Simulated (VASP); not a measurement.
# Cu (Fm-3m) in VASP: settings compared

Aim: see how the results for Cu move with the level of theory and the settings. Levels: LDA, PBEsol. Tasks: single point, relaxation of cell and atoms.

Program: VASP 6.6.1. These are calculated values, not measurements. Logs are shortened: lines on timing, memory, paths and dates and some standing lists are left out, and cuts for length are marked.

## Step 1: The structure

Symmetry: Fm-3m, No. 225, cubic system. The conventional cell has a = 3.615 Å, b = 3.615 Å, c = 3.615 Å, α = 90.00°, β = 90.00°, γ = 90.00°. Around Cu (site symmetry m-3m) lie 12 Cu at 2.56 Å.

## Step 2: Single point, LDA

INCAR

```
SYSTEM = Cu
ALGO = Normal ; EDIFF = 1E-7
ENCUT = 520 ; GGA = CA
ISIF = 2 ; ISMEAR = 1
KPAR = 4 ; LASPH = .True.
LCHARG = .False. ; LREAL = .False.
LWAVE = .False. ; NBANDS = 12
NELM = 80 ; PREC = Accurate
SIGMA = 0.1
```

KPOINTS

```
k-points
0
Gamma
  8 8 8
  0 0 0
```

POSCAR

```
Cu
1.0
    0.0000000000      1.8075000000      1.8075000000
    1.8075000000      0.0000000000      1.8075000000
    1.8075000000      1.8075000000      0.0000000000
Cu
1
Direct
    0.0000000000      0.0000000000      0.0000000000
```

Potentials or basis: VASP PAW LDA potentials, release 64 (Cu).

On the command line:

```sh
$ cat potpaw_LDA.64/Cu/POTCAR > POTCAR
$ mpirun -np 4 vasp_std > vasp.out
```

OUTCAR:

```text
SYSTEM = Cu
   EDIFF = 1E-7
   ENCUT = 520
   GGA = CA
   ISIF = 2
   ISMEAR = 1
   LASPH = .True.
   LREAL = .False.
   NELM = 80
   PREC = Accurate

 ion  position               nearest neighbor table
   1  0.000  0.000  0.000-

  LATTYP: Found a face centered cubic cell.
 ALAT       =     3.6150000000

  Lattice vectors:

 A1 = (   0.0000000000,   1.8075000000,   1.8075000000)
 A2 = (   1.8075000000,   0.0000000000,   1.8075000000)
 A3 = (   1.8075000000,   1.8075000000,   0.0000000000)

Analysis of symmetry for initial positions (statically):
=====================================================================
 Subroutine PRICEL returns:
 Original cell was already a primitive cell.

 Routine SETGRP: Setting up the symmetry group for a
 face centered cubic supercell.

 Subroutine GETGRP returns: Found 48 space group operations
 (whereof 48 operations were pure point group operations)
 out of a pool of 48 trial point group operations.

The static configuration has the point symmetry O_h .

Analysis of symmetry for dynamics (positions and initial velocities):
=====================================================================
 Subroutine PRICEL returns:
 Original cell was already a primitive cell.

 Routine SETGRP: Setting up the symmetry group for a
 face centered cubic supercell.

 Subroutine GETGRP returns: Found 48 space group operations
 (whereof 48 operations were pure point group operations)
 out of a pool of 48 trial point group operations.

The dynamic configuration has the point symmetry O_h .

 Subroutine INISYM returns: Found 48 space group operations
 (whereof 48 operations are pure point group operations),
 and found     1 'primitive' translations

----------------------------------------------------------------------------------------

                                     Primitive cell

  volume of cell :      11.8104

  direct lattice vectors                    reciprocal lattice vectors
     0.000000000  1.807500000  1.807500000    -0.276625173  0.276625173  0.276625173
     1.807500000  0.000000000  1.807500000     0.276625173 -0.276625173  0.276625173
     1.807500000  1.807500000  0.000000000     0.276625173  0.276625173 -0.276625173

  length of vectors
     2.556191014  2.556191014  2.556191014     0.479128854  0.479128854  0.479128854

  position of ions in fractional coordinates (direct lattice)
     0.000000000  0.000000000  0.000000000

  ion indices of the primitive-cell ions
   primitive index   ion index
                 1           1

----------------------------------------------------------------------------------------

 KPOINTS: k-points

Automatic generation of k-mesh.
 Grid dimensions read from file:
 generate k-points for:    8    8    8

 Generating k-lattice:

  Cartesian coordinates                     Fractional coordinates (reciprocal lattice)
    -0.034578147  0.034578147  0.034578147     0.125000000  0.000000000  0.000000000
     0.034578147 -0.034578147  0.034578147     0.000000000  0.125000000  0.000000000
     0.034578147  0.034578147 -0.034578147     0.000000000  0.000000000  0.125000000

  Length of vectors
     0.059891107  0.059891107  0.059891107

  Shift w.r.t. Gamma in fractional coordinates (k-lattice)
     0.000000000  0.000000000  0.000000000

 Subroutine IBZKPT returns following result:
 ===========================================

 Found     29 irreducible k-points:

 Following reciprocal coordinates:
            Coordinates               Weight
  0.000000  0.000000  0.000000      1.000000
  0.125000  0.000000  0.000000      8.000000
  0.250000  0.000000  0.000000      8.000000
  0.375000  0.000000  0.000000      8.000000
  0.500000  0.000000  0.000000      4.000000
  0.125000  0.125000  0.000000      6.000000
[... 16 lines left out ...]
  0.500000  0.250000  0.125000     48.000000
 -0.375000  0.250000  0.125000     24.000000
 [... further k-points ...]
   k-points           NKPTS =     29   k-points in BZ     NKDIM =     29   number of bands    NBANDS=     12
   number of dos      NEDOS =    301   number of ions     NIONS =      1
   total plane-waves  NPLWV =   8000
   dimension x,y,z NGX =    20 NGY =   20 NGZ =   20
   dimension x,y,z NGXF=    40 NGYF=   40 NGZF=   40
   ions per type =               1
   NGX,Y,Z   is equivalent  to a cutoff of  13.01, 13.01, 13.01 a.u.
   NGXF,Y,Z  is equivalent  to a cutoff of  26.01, 26.01, 26.01 a.u.
 SYSTEM =  Cu
   PREC   = accura    normal or accurate (medium, high low for compatibility)
   ISTART =      0    job   : 0-new  1-cont  2-samecut
   ICHARG =      2    charge: 1-file 2-atom 10-const
   ISPIN  =      1    spin polarized calculation?
   LNONCOLLINEAR =      F non collinear calculations
   LSORBIT =      F    spin-orbit coupling
   LASPH  =      T    aspherical Exc in radial PAW
   ENCUT  =  520.0 eV  38.22 Ry    6.18 a.u.   4.75  4.75  4.75*2*pi/ulx,y,z
   NELM   =     80;   NELMIN=  2; NELMDL= -5     # of ELM steps
   EDIFF  = 0.1E-06   stopping-criterion for ELM
   LREAL  =      F    real-space projection
   EDIFFG = 0.1E-05   stopping-criterion for IOM
   NSW    =      0    number of steps for IOM
   IBRION =     -1    ionic relax: 0-MD 1-quasi-New 2-CG
   NFREE  =      0    steps in history (QN), initial steepest desc. (CG)
   ISIF   =      2    stress and relaxation
   ISYM   =      2    0-nonsym 1-usesym 2-fastsym
   POTIM  = 0.5000    time-step for ionic-motion
   TEBEG  =    0.0;   TEEND  =   0.0 temperature during run
   PSTRESS=    0.0 pullay stress
   NELECT =      11.0000    total number of electrons
   NUPDOWN=      -1.0000    fix difference up-down
   EMIN   =  10.00;   EMAX   =-10.00  energy-range for DOS
   EFERMI =   0.00;   METHOD = LEGACY
   ISMEAR =     1;   SIGMA  =   0.10  broadening in eV -4-tet -1-fermi 0-gaus
   EFERMI_NEDOS =   21; number of points for ismear=-14 and -15
   IALGO  =     38    algorithm
   IMIX   =      4    mixing-type and parameters
     AMIX     =   0.40;   BMIX     =  1.00
     AMIX_MAG =   1.60;   BMIX_MAG =  1.00
  volume/ion in A,a.u.               =      11.81        79.70
  Fermi-wavevector in a.u.,A,eV,Ry     =   1.598763  3.021224 34.777078  2.556043
  Thomas-Fermi vector in A             =   2.696162
   LORBIT       =      0    0 simple, 1 ext, 2 COOP (PROOUT), +10 PAW based schemes
   GGA     = CA    functional components
   LHFCALC =     F    Hartree Fock is set to
   AEXX    =    0.0000 exact exchange contribution
   IVDW    =     0    specifies the selected vdW correction
   LEPSILON=     F    determine dielectric tensor
   LRPA    =     F    only Hartree local field effects (RPA)
 non-spin polarized calculation
 Methfessel and Paxton  Order N= 1 SIGMA  =   0.10
  energy-cutoff  :      520.00
  volume of cell :       11.81
 maximum number of plane-waves:       332
   NGX =  9   NGY =  9   NGZ =  9

 number of electron      11.0000001 magnetization

 Free energy of the ion-electron system (eV)
  ---------------------------------------------------
  ext. energy  EPLUGINS =         0.00000000
  ---------------------------------------------------
  free energy    TOTEN  =        -4.64167519 eV

  energy without entropy =       -4.64059793  energy(sigma->0) =       -4.64131610

 E-fermi :   7.2278     XC(G=0): -13.1013

 val. band max:        7.1807064311   @ k =   0.5000   0.2500   0.1250
 cond. band min:       7.4714911790   @ k =   0.5000   0.1250   0.0000
 fundamental gap:      0.2907847479
 Fermi energy:         7.2277528491

 k-point     1 :       0.0000    0.0000    0.0000
  band No.  band energies     occupation
      1      -2.0098      2.00000
      2       4.2772      2.00000
      3       4.2772      2.00000
      4       4.2772      2.00000
      5       5.1156      2.00000
      6       5.1156      2.00000
      7      30.0235      0.00000
      8      32.4844      0.00000
      9      32.4844      0.00000
     10      32.4844      0.00000
     11      35.0256      0.00000
     12      35.0256      0.00000

 k-point     2 :       0.1250    0.0000    0.0000
  band No.  band energies     occupation
      1      -1.4469      2.00000
      2       4.1680      2.00000
      3       4.3715      2.00000
      4       4.3715      2.00000
      5       5.0864      2.00000
      6       5.0864      2.00000
      7      26.1374      0.00000
      8      30.6142      0.00000
      9      31.2905      0.00000
     10      31.2905      0.00000
     11      36.9347      0.00000
     12      36.9349      0.00000

 k-point     3 :       0.2500    0.0000    0.0000
  band No.  band energies     occupation
      1       0.1086      2.00000
      2       4.0297      2.00000
      3       4.4374      2.00000
      4       4.4374      2.00000
      5       5.1970      2.00000
      6       5.1970      2.00000
      7      19.7699      0.00000
      8      29.9112      0.00000
      9      30.0625      0.00000
     10      30.0625      0.00000
     11      35.7811      0.00000
     12      35.7811      0.00000
[... 286 lines left out ...]
 k-point    23 :       0.5000    0.2500    0.1250
  band No.  band energies     occupation
      1       2.7011      2.00000
      2       3.7067      2.00000
      3       4.0092      2.00000
      4       4.8367      2.00000
      5       5.4511      2.00000
      6       7.1807      1.70689
      7      15.3205      0.00000
      8      20.7744      0.00000
      9      23.6823      0.00000
     10      31.1803      0.00000
     11      34.7330      0.00000
     12      38.4547      0.00000

 k-point    24 :      -0.3750    0.2500    0.1250
  band No.  band energies     occupation
      1       2.9945      2.00000
      2       3.7041      2.00000
      3       4.2225      2.00000
      4       4.7342      2.00000
      5       5.6274      2.00000
      6       9.4580      0.00000
      7      11.5617      0.00000
      8      21.5397      0.00000
      9      21.8317      0.00000
     10      30.8838      0.00000
     11      34.6212      0.00000
     12      42.0626      0.00000

 [... further k-points ...]
[... 5 lines left out ...]
  --------------------------------------------------------------------------------------
  -------------------------------------------------------------------------------------
  Total       -0.8021407     -0.8021407     -0.8021407     -0.0000000      0.0000000      0.0000000
  in kB     -108.8168712   -108.8168712   -108.8168712     -0.0000000      0.0000000      0.0000000
  external PRESSURE =    -108.8168712 kB  Pullay stress =       0.0000000 kB

 VOLUME and BASIS-vectors are now :
 -----------------------------------------------------------------------------
  energy-cutoff  :      520.00
  volume of cell :       11.81
      direct lattice vectors                 reciprocal lattice vectors
     0.000000000  1.807500000  1.807500000    -0.276625173  0.276625173  0.276625173
     1.807500000  0.000000000  1.807500000     0.276625173 -0.276625173  0.276625173
     1.807500000  1.807500000  0.000000000     0.276625173  0.276625173 -0.276625173

 POSITION                                       TOTAL-FORCE (eV/Angst)
 -----------------------------------------------------------------------------------
      0.00000      0.00000      0.00000        -0.000000     -0.000000      0.000000
 -----------------------------------------------------------------------------------
    total drift:                                0.000000      0.000000      0.000000

  FREE ENERGIE OF THE ION-ELECTRON SYSTEM (eV)
  ---------------------------------------------------
  free  energy   TOTEN  =        -4.6416751890 eV

  energy  without entropy=       -4.6405979266  energy(sigma->0) =       -4.64131610
```

It took 1.7 s on 4 MPI ranks of Intel Xeon Platinum 8488C (Sapphire Rapids), shared host; peak memory 0.11 GiB.

What came out:

| Item | Value |
| --- | --- |
| Free energy | -4.6417 eV |
| Pressure | -10.9 GPa |
| Band gap on the k mesh | none (metal or under the smearing width) |

Caveat: the k mesh is coarse (spacing up to 0.38 Å⁻¹), so the values aren't converged.

## Step 3: Relaxation of cell and atoms, PBEsol

INCAR

```
ALGO     = Normal         # electronic algorithm
EDIFF    = 1E-6           # SCF threshold, eV
EDIFFG   = -0.01          # ionic threshold
ENCUT    = 600            # plane-wave cutoff, eV
GGA      = PS             # functional
IBRION   = 2              # ionic algorithm
ISIF     = 3              # what is computed and relaxed
ISMEAR   = 1              # smearing method
LASPH    = T              # aspherical terms in the spheres
LCHARG   = F              # write CHGCAR
LREAL    = F              # projectors in reciprocal space
LWAVE    = F              # write WAVECAR
NELM     = 80             # most SCF steps
NSW      = 90             # ionic steps
PREC     = Accurate       # precision mode
SIGMA    = 0.1            # smearing width, eV
```

KPOINTS

```
k-points
0
Gamma
  18 18 18
```

POSCAR is that of step 2.

Potentials or basis: VASP PAW PBE potentials, release 64 (Cu).

On the command line:

```sh
$ cat potpaw_PBE.64/Cu/POTCAR > POTCAR
$ mpirun -np 1 vasp_std > vasp.out
```

It took 18 s on 1 thread of Intel Xeon 6975P-C (Granite Rapids), shared host; peak memory 0.15 GiB.

It converged, with:

| Item | Value |
| --- | --- |
| Free energy | -4.3087 eV |
| Relaxed volume | 11.37 Å³/atom |
| Relaxed cell | a = 2.524 Å, b = 2.524 Å, c = 2.524 Å, α = 60.00°, β = 60.00°, γ = 60.00° |
| Space group after relaxing (to 0.05 Å) | Fm-3m (No. 225) |
| Energy gained by relaxing | 8.0 meV/atom |
| Ionic steps | 3 |
| Pressure after relaxing | 0.0 GPa |
| Band gap on the k mesh | none (metal or under the smearing width) |

Step by step:
```csv
step,energy change (eV),largest force (eV/Å),pressure (GPa),volume (Å³)
1,0.0000,0.0000,-5.61,11.81
2,-0.0049,0.0000,3.95,11.12
3,-0.0080,0.0000,0.03,11.37
```

Final structure:
```xyz
1
Lattice="0.0000 1.7849 1.7849 1.7849 0.0000 1.7849 1.7849 1.7849 0.0000" Properties=species:S:1:pos:R:3 pbc="T T T"
Cu    0.0000    0.0000    0.0000
```

Levels at points of the mesh, in eV from the Fermi level:
```
           k point  band 3  band 4  band 5  band 6  band 7  band 8  band 9
(0.00, 0.00, 0.00)   -3.10   -3.10   -2.21   -2.21   22.93   25.84   25.84
(0.50, 0.00, 0.00)   -3.13   -1.61   -1.61   -1.11    3.98   21.40   22.65
(0.50, 0.50, 0.00)   -1.63   -1.46   -1.46    1.47    7.41   13.37   13.37
```

Caveat: the PAW data sets were made with another functional, which shifts forces and pressure a little.

## Step 4: Relaxation of cell and atoms, PBEsol

This run uses another cell than the first one, of 11.37 Å³/atom, 0.963 times its volume.

INCAR, as its differences from that of step 3:

```diff
@@ -1,4 +1,4 @@
 ALGO     = Normal         # electronic algorithm
-EDIFF    = 1E-6           # SCF threshold, eV
-EDIFFG   = -0.01          # ionic threshold
+EDIFF    = 1E-7           # SCF threshold, eV
+EDIFFG   = -0.005         # ionic threshold
 ENCUT    = 600            # plane-wave cutoff, eV
```

KPOINTS is that of step 3.

POSCAR

```
Cu                                      
1.0
    0.0000000000      1.7848606277      1.7848606277
    1.7848606277      0.0000000000      1.7848606277
    1.7848606277      1.7848606277      0.0000000000
  Cu            
     1
Direct
     0.0000000000000000    0.0000000000000000    0.0000000000000000
```

On the command line:

```sh
$ cat potpaw_PBE.64/Cu/POTCAR > POTCAR
$ mpirun -np 1 vasp_std > vasp.out
```

Run time: 8.4 s. Hardware: 1 thread of Intel Xeon 6975P-C (Granite Rapids), shared host; peak memory 0.14 GiB.

It converged, with:

| Quantity | Value |
| --- | --- |
| Free energy | -4.3085 eV |
| Pressure after relaxing | 0.0 GPa |
| Band gap on the k mesh | none (metal or under the smearing width) |

Final structure:
```cif
data_structure
_symmetry_space_group_name_H-M 'P 1'
_symmetry_Int_Tables_number 1
_cell_length_a 2.5242
_cell_length_b 2.5242
_cell_length_c 2.5242
_cell_angle_alpha 60.000
_cell_angle_beta 60.000
_cell_angle_gamma 60.000
_cell_volume 11.37
loop_
_atom_site_label
_atom_site_type_symbol
_atom_site_fract_x
_atom_site_fract_y
_atom_site_fract_z
_atom_site_occupancy
Cu1 Cu 0.00000 0.00000 0.00000 1
```

Levels at points of the mesh, in eV from the Fermi level:
```
           k point  band 3  band 4  band 5  band 6  band 7  band 8  band 9
(0.00, 0.00, 0.00)   -3.10   -3.10   -2.21   -2.21   22.93   25.84   25.84
(0.50, 0.00, 0.00)   -3.13   -1.61   -1.61   -1.11    3.98   21.40   22.65
(0.50, 0.50, 0.00)   -1.63   -1.46   -1.46    1.47    7.41   13.37   13.37
```

Caveat: the relaxation stopped at its first step, so nothing moved; the PAW data sets were made with another functional, which shifts forces and pressure a little.

(Part 1 of 2 ends here.)
